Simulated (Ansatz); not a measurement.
Relaxed (201) slab cut from WC (space group P-6m2 (No. 187)); the slab's formula is WC, its outer planes WC (top) and WC (bottom):

```yaml
crystal:
  lattice:
    - [2.89841, 0.00000, 0.00000]
    - [-1.44921, 6.18726, 0.00000]
    - [0.00000, 0.00000, 25.51536]
  atoms:
    - { symbol: C, position: [0.17475, 0.34948, 0.30231] }
    - { symbol: W, position: [0.78981, 0.57962, 0.30547] }
    - { symbol: C, position: [0.94751, 0.89496, 0.33823] }
    - { symbol: W, position: [0.58002, 0.15998, 0.34461] }
    - { symbol: C, position: [0.74212, 0.48425, 0.38408] }
    - { symbol: W, position: [0.37505, 0.75004, 0.39211] }
    - { symbol: C, position: [0.53309, 0.06615, 0.42779] }
    - { symbol: W, position: [0.16426, 0.32852, 0.43559] }
    - { symbol: C, position: [0.32368, 0.64737, 0.47380] }
    - { symbol: W, position: [0.95614, 0.91230, 0.48112] }
    - { symbol: C, position: [0.11488, 0.22969, 0.51839] }
    - { symbol: W, position: [0.74634, 0.49268, 0.52556] }
    - { symbol: C, position: [0.90676, 0.81347, 0.56319] }
    - { symbol: W, position: [0.53824, 0.07645, 0.57114] }
    - { symbol: C, position: [0.69495, 0.38982, 0.60825] }
    - { symbol: W, position: [0.32976, 0.65943, 0.61499] }
    - { symbol: C, position: [0.48920, 0.97842, 0.65521] }
    - { symbol: W, position: [0.12080, 0.24173, 0.66121] }
    - { symbol: C, position: [0.27967, 0.55977, 0.69494] }
    - { symbol: W, position: [0.90041, 0.80079, 0.70203] }
```

Level of theory: DFT PBEsol, scalar-relativistic, plane waves, PAW (Ansatz). Cutoff 420 eV; k points 12×6×1 on the computed 20-atom cell (Γ-centred); Gaussian smearing, width 0.10 eV; no spin polarisation. A dipole correction removes the field between periodic images along c.

The potential is the smooth part; its values at the atoms depend on the PAW datasets.

(1) How does the plane-averaged electrostatic potential energy of an electron run along c, counted from the Fermi level?

Spin-orbit coupling is left out, which matters for the bands of heavy elements.

Results:

(1)
```
z (Å) V (eV)
 2.84    4.47
 3.12    4.47
 3.40    4.47
 3.69    4.47
 3.97    4.46
 4.25    4.46
 4.54    4.46
 4.82    4.45
 5.10    4.43
 5.39    4.39
 5.67    4.31
 5.95    4.13
 6.24    3.77
 6.52    3.01
 6.80    1.39
 7.09   -2.16
 7.37   -7.64
 7.65  -12.10
 7.94  -13.75
 8.22  -14.55
 8.51  -15.06
 8.79  -13.81
 9.07  -11.47
 9.36  -11.21
 9.64  -12.74
 9.92  -13.26
10.21  -12.17
10.49  -12.45
10.77  -13.75
11.06  -13.44
11.34  -11.68
11.62  -11.53
11.91  -13.05
12.19  -13.43
12.47  -12.08
12.76  -11.90
13.04  -13.30
13.32  -13.48
13.61  -11.95
13.89  -11.56
14.18  -13.04
14.46  -13.53
14.74  -12.30
15.03  -12.04
15.31  -13.48
15.59  -13.72
15.88  -12.06
16.16  -11.08
16.44  -12.55
16.73  -13.80
17.01  -13.47
17.29  -13.54
17.58  -14.26
17.86  -12.88
18.14   -9.00
18.43   -4.17
18.71   -0.16
18.99    2.29
19.28    3.43
19.56    4.00
19.85    4.30
20.13    4.44
20.41    4.52
20.70    4.55
20.98    4.57
21.26    4.58
21.55    4.59
21.83    4.59
22.11    4.59
22.40    4.59
22.68    4.59
```

The vacuum level lies 4.59 eV (top face) and 4.47 eV (bottom face) above the Fermi level.

Cost: 1 run of about 43 core-minutes, on Arm Neoverse V1 (shared hosts).